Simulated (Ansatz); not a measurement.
# Cu (Fm-3m) in Ansatz: further runs

Aim: see how the results for Cu move with the level of theory and the settings. Levels: LDA, PBEsol, RPBE. Tasks: single point.

Program: Ansatz 0.2.0. These are calculated values, not measurements. Logs are shortened: lines on timing, memory, paths and dates and some standing lists are left out, and cuts for length are marked.

## Step 1: Starting point

Symmetry: Fm-3m, No. 225, cubic system. The conventional cell has a = 3.615 Å, b = 3.615 Å, c = 3.615 Å, α = 90.00°, β = 90.00°, γ = 90.00°. Cu (site symmetry m-3m) is surrounded by 12 Cu at 2.56 Å.

## Step 2: Single point, LDA

Contents of input.yaml:

```yaml
crystal:
  lattice:
    - [0.0, 1.8075, 1.8075]
    - [1.8075, 0.0, 1.8075]
    - [1.8075, 1.8075, 0.0]
  atoms:
    - { symbol: Cu, position: [0.0, 0.0, 0.0] }
hamiltonian:
  xc: lda
  pseudopotentials: { kind: paw }
kpoints:
  mp_grid: { grid: [13, 13, 13] }
scf:
  occupations: { method: gaussian, width: 0.02 }
output:
  forces: true
  stress: true
  eigenvalues: true
```

Potentials or basis: Ansatz PAW.

The run is started by

```sh
ansatz run input.yaml --threads 2 --pin off --max-ram 5632MiB --backend cpu --events-out ev --progress --plain --runs-dir out
```

The log of the run:

```text
Warning: RAYON_NUM_THREADS=2 ignored (pool sized by the plan → 2); use --threads N
Engine: ansatz 0.2.0, aarch64-unknown-linux-gnu
Pseudopotentials: kind: paw
Pseudopotential: Cu, paw, valence charge 19, recommended cutoff 420 eV (normal), Cu.paw.azcp
Functional definition: SPW92
  exchange = slater_x
  correlation = pw_c
Crystal: 1 atoms, lattice volume = 11.810 Å³
Basis set: ecut = 420 eV, 259 PW (Γ)
Bands: 14, of which v1, the nominal top of the filled ones, is band 10 counted from 1 (9 counted from 0)
Symmetry: 48 space group operations
Space group: Fm-3m (ITA 225), of the structure as read, at distance tolerance 2.3e-5 Å
k-points: 84 of 2197
Non-local potential: Cu, projectors of the file, l = 0: 3, l = 1: 2, l = 2: 3, l = 3: 1
PAW form: soft (Blöchl's): semilocal exchange-correlation on the pseudo side does not see the compensation charge
PAW frozen core: Cu, regenerated for the run's functional, and the local potential with it (the file was generated under x = pbe(κ = 0.804, μ = 0.2195149727645171), c = pbe(β = 0.06672455060314922))
PAW one-centre angular grid: Cu, 590 points (default); XC on 64 Gauss nodes
Initial density: superposition of atomic densities (neutral atoms: chi_scale 0, normalization atom), corrected by the library's trained network
Initial wavefunctions: pseudopotential atomic-orbital guess
Functional: x = slater, c = lda
SCF iter   1: F=—  HF=-6555.690596 eV  |F-HF|=—  |Δ(HF+E_count)|=         —  Δρ=2.39e-2  dr2=3.05e-2  ethr=1.77e-3  ⟨swp⟩=5.0  Hψ=6042  notcnv=0
preconditioner: auto → none  [insulator: Δε(μ)=0.055 eV  Ē_g=16.938 eV  σ=0.020 eV  W_gap=0.94  n_scr=0 (ndim 8)  ℏωp=35.8 eV  f_vac=0.000  D(μ)=0.20/eV (n_scr^D=0)  ε∞_Penn≈5.5]
SCF iter   2: F=—  HF=-6555.682878 eV  |F-HF|=—  |Δ(HF+E_count)|=   7.72e-3  Δρ=1.76e-3  dr2=2.98e-4  ethr=1.60e-4  ⟨swp⟩=2.7  Hψ=2573  notcnv=0  defer=33
SCF iter   3: F=—  HF=-6555.682824 eV  |F-HF|=—  |Δ(HF+E_count)|=   5.40e-5  Δρ=1.42e-3  dr2=6.51e-5  ethr=1.57e-6  ⟨swp⟩=2.1  Hψ=2136  notcnv=0  defer=33
SCF iter   4: F=—  HF=-6555.682855 eV  |F-HF|=—  |Δ(HF+E_count)|=   3.06e-5  Δρ=2.47e-5  dr2=4.83e-8  ethr=3.43e-7  ⟨swp⟩=1.0  Hψ=1155  notcnv=0  defer=33
iter 5 did not close the SCF: its close was put off for the readings that it lacked (scf_convergence_deferred on its scf_iter line)
SCF iter   5: F=-6555.682855 eV  HF=-6555.682855 eV  |F-HF|=2.00e-10  |Δ(HF+E_count)|=   1.00e-7  Δρ=4.91e-6  dr2=1.01e-9  ethr=2.54e-10  ⟨swp⟩=2.0  Hψ=1938  notcnv=0  defer=33
SCF iter   6: F=-6555.682855 eV  HF=-6555.682855 eV  |F-HF|=9.09e-12  |Δ(HF+E_count)|=  7.28e-12  Δρ=7.51e-7  dr2=3.32e-11  ethr=5.30e-12  ⟨swp⟩=2.8  Hψ=3705  notcnv=0
SCF 1 converged in 6 iterations: F = -6555.682855 eV  dr2 = 3.32e-11
SCF converged after 6 iterations
Free energy (F): -6555.682855 eV
Harris-Foulkes:  -6555.682855 eV  (|F-HF|=9.09e-12)
Internal energy: -6555.682792 eV  (E = F + TS)
E sigma→0 (E₀):  -6555.682824 eV
Entropy (-TS):   -0.000063 eV (-0.063 meV/atom)
Fermi energy:    16.526466 eV
--- Per-component energies (eV) ---
  E_band       = -364.085580
  E_kinetic    = 300.436271
  E_local      = -4052.607163  (includes V_loc(G=0)·N_el)
  E_nonlocal   = 393.959372
  E_hartree    = 1780.751881
  E_xc         = -89.111054
  E_vxc        = -115.570648  (∫ρ·V_xc dr)
  E_paw        = -1593.108284  (= ΣΔE_a)
  E_vpaw       = -451.806935  (= ΣTr[D̂ρ^β])
  E_aug_tail   = 0.000220  (compensation charges beyond the density's cutoff)
  E_ewald      = -3296.453696
  E_core_change = 0.449660  (= ΣΔE_core)
  E_smearing   = -0.000063  (= −TS)
  E_closure    = -0.000000  (closes the sum)
  Σ components = -6555.682855   (vs F -6555.682855, Δ=0.00e0)
--- Forces (eV/Å), atoms counted from 1 ---
  atom   1  Cu    -0.00000000    -0.00000000     0.00000000
  max |Σ_I F_I| component: 1.54e-32 eV/Å
--- Stress (GPa, compression-positive) ---
      -12.646824       0.000000       0.000000
        0.000000     -12.646824      -0.000000
        0.000000      -0.000000     -12.646824
  P = ⅓ Tr σ = -12.6468 GPa (-126.468 kbar)
--- Band table (eV; the first three rows and the last of 84) ---
  k-point 0: bands = ["-95.4221", "-53.1754", "-53.1754", "-53.1754", "6.9103", "13.2812", "13.2812", "13.2812", "14.1298", "14.1298", "39.0467", "41.3293", "41.3293", "41.3293"]
  k-point 1: bands = ["-95.4213", "-53.1817", "-53.1764", "-53.1764", "7.1260", "13.2359", "13.3219", "13.3219", "14.1144", "14.1144", "37.4699", "39.8184", "40.7280", "40.7280"]
  k-point 2: bands = ["-95.4190", "-53.1993", "-53.1790", "-53.1790", "7.7581", "13.1253", "13.4102", "13.4102", "14.0998", "14.0998", "33.5743", "39.4819", "39.8130", "39.8130"]
  k-point 83: bands = ["-95.4032", "-53.2536", "-53.2445", "-53.2168", "12.1814", "12.6402", "12.8824", "14.1026", "14.8162", "21.1793", "23.1356", "25.1321", "25.5083", "43.4322"]
```

Wall time 0.68 s (2 threads of Arm Neoverse V1, shared host); peak memory 0.26 GiB.

Results:

```
Free energy            : -6555.6829 eV
Pressure               : -12.6 GPa
Band gap on the k mesh : none (metal or under the smearing width)
```

Caveat: the PAW data sets come from PBE, with cores solved anew for the run's functional, which leaves a small shift of forces and pressure.

## Step 3: Single point, PBEsol

Changes to input.yaml since step 2:

```diff
@@ -8,3 +8,3 @@
 hamiltonian:
-  xc: lda
+  xc: pbesol
   pseudopotentials: { kind: paw }
@@ -13,3 +13,3 @@
 scf:
-  occupations: { method: gaussian, width: 0.02 }
+  occupations: { method: gaussian, width: 0.1 }
 output:
@@ -18 +18,5 @@
   eigenvalues: true
+  write_density: true
+  write_potential: true
+  elf: true
+  volumetric_format: npy
```

Potentials or basis: Ansatz PAW.

The run is started by

```sh
ansatz run input.yaml --threads 2 --pin off --max-ram 5632MiB --backend cpu --events-out ev --progress --plain --runs-dir out
```

Wall time 0.89 s (2 threads of Arm Neoverse V1, shared host); peak memory 0.27 GiB.

The run converged. Its results:

| Property | Result |
| --- | --- |
| Free energy | -6588.7643 eV |
| Pressure | -6.6 GPa |
| Band gap on the k mesh | none (metal or under the smearing width) |

Levels at points of the mesh, in eV from the Fermi level:
```
           k point  band 8  band 9  band 10  band 11  band 12  band 13
(0.00, 0.00, 0.00)   -3.19   -2.34    -2.34    22.41    24.90    24.90
```

Caveat: the PAW data sets come from PBE, with cores solved anew for the run's functional, which leaves a small shift of forces and pressure.

## Step 4: Single point, RPBE

Changes to input.yaml since step 3:

```diff
@@ -8,3 +8,3 @@
 hamiltonian:
-  xc: pbesol
+  xc: rpbe
   pseudopotentials: { kind: paw }
@@ -13,3 +13,3 @@
 scf:
-  occupations: { method: gaussian, width: 0.1 }
+  occupations: { method: gaussian, width: 0.02 }
 output:
```

The run is started by

```sh
ansatz run input.yaml --threads 2 --pin off --max-ram 5632MiB --backend cpu --events-out ev --progress --plain --runs-dir out
```

It took 0.89 s on 2 threads of Arm Neoverse V1, shared host; peak memory 0.27 GiB.

Results (log left out):

```yaml
Free_energy: -6630.3560 eV
Pressure: 6.6 GPa
Band_gap_on_the_k_mesh: none (metal or under the smearing width)
```

Levels at points of the mesh, in eV from the Fermi level:
```csv
k point,band 8,band 9,band 10,band 11,band 12,band 13
"(0.00, 0.00, 0.00)",-3.21,-2.38,-2.38,22.35,24.96,24.96
```

Caveat: the PAW data sets come from PBE, with cores solved anew for the run's functional, which leaves a small shift of forces and pressure.

## Step 5: Summary

```csv
level,smearing,gap on the mesh (eV),pressure (GPa)
LDA,gaussian 0.02 eV,none,-12.6
PBEsol,gaussian 0.1 eV,none,-6.6
RPBE,gaussian 0.02 eV,none,6.6
```

Alike in all rows: task single point; potentials or basis Ansatz PAW; no spin polarisation; cell as given; k mesh 13 × 13 × 13; cutoff (eV) 420.

Every run on the cell as given and a fine mesh finds a metal. The pressure there spans -12.6 GPa (LDA) to 6.6 GPa (RPBE); a positive pressure means that this level wants a larger cell, a negative one a smaller.

Caveats: the PAW data sets come from PBE, with cores solved anew for the run's functional, which leaves a small shift of forces and pressure.

Absolute energies hang on the potentials; compare differences alone.
